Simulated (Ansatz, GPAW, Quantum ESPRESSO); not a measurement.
# K: 5 runs at one level of theory

```
K
1.0
    -2.69756    2.69756    2.69756
     2.69756   -2.69756    2.69756
     2.69756    2.69756   -2.69756
K
1
Direct
  0.00000 0.00000 0.00000
```

Alike in all runs: task band structure; functional PBEsol; k mesh 7 × 7 × 7; occupations fermi-dirac, width 0.05 eV; no spin polarisation; no spin-orbit coupling. Pressure is positive in compression and, in plane waves, holds the error of the finite cutoff, which Ansatz's Pulay term estimates and takes out.

```csv
program and potentials,plane-wave cutoff (eV),notes,pressure (GPa)
"Ansatz, all-electron LAPW, scalar-relativistic",-,-,-0.32
"Quantum ESPRESSO, GBRV 1.5 PBEsol",612,-,-0.45
"Ansatz, PAW datasets made for the crystal",180,-,-0.32
"GPAW, PAW data sets generated for this functional",600,-,-0.33
"Quantum ESPRESSO, PseudoDojo 0.4.1 SR PBEsol standard",1007,-,-0.32
```

The pressure spans -0.45 (Quantum ESPRESSO, GBRV 1.5 PBEsol) to -0.32 GPa (Ansatz, all-electron LAPW, scalar-relativistic), with all-electron results at -0.32.

Differences between rows come from potentials, basis sets and numerical settings, since the functional is the same but for its coding. Runs on potential files found faulty are left out.
